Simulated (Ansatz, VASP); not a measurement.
One calculation of BN, two programs

```
B N
1.0
     2.50418    0.00000   -0.00108
    -1.25209    2.16866   -0.00498
    -0.00314   -0.01764    7.01111
B N
2 2
Cartesian
  -0.0029 1.4438 1.7466
  1.2518 0.7072 5.2585
  -0.0003 1.4301 5.2571
  1.2492 0.7209 1.7479
```

Change from the starting cell: all atoms moved at random, sigma 0.05 Å a component, cell strained at random, sigma 0.01; relaxed back.

Alike in both runs: functional PBEsol; k mesh 12 × 12 × 4; occupations gaussian, width 0.05 eV; no spin polarisation.

Ansatz relaxed the structure, and its values are those at the end. VASP's run is a single point on that final structure, the one shown.

```csv
,VASP,Ansatz
version,VASP 6.6.1,Ansatz 0.2.0
potentials or method,"VASP PAW PBE potentials, release 64 (B, N)","scalar-relativistic, plane waves, PAW"
plane-wave cutoff (eV),520,420
valence electrons in the cell,16,16
```

VASP gave:

| Quantity | Value |
| --- | --- |
| gap on the k mesh at the Fermi level (eV) | 4.24 |
| least direct gap on the mesh (eV) | 4.58 |
| pressure (GPa) | 0.3 |

**Question.** Estimate Ansatz's values.

**Answer.** gap on the k mesh at the Fermi level (eV): 4.26; least direct gap on the mesh (eV): 4.58; pressure (GPa): 0.1.

With one functional, cell and mesh, what is left measures potentials, basis and numerics.

Caveats: the PAW data sets were made with another functional, which shifts forces and pressure a little (VASP). A k mesh can miss the band edges.
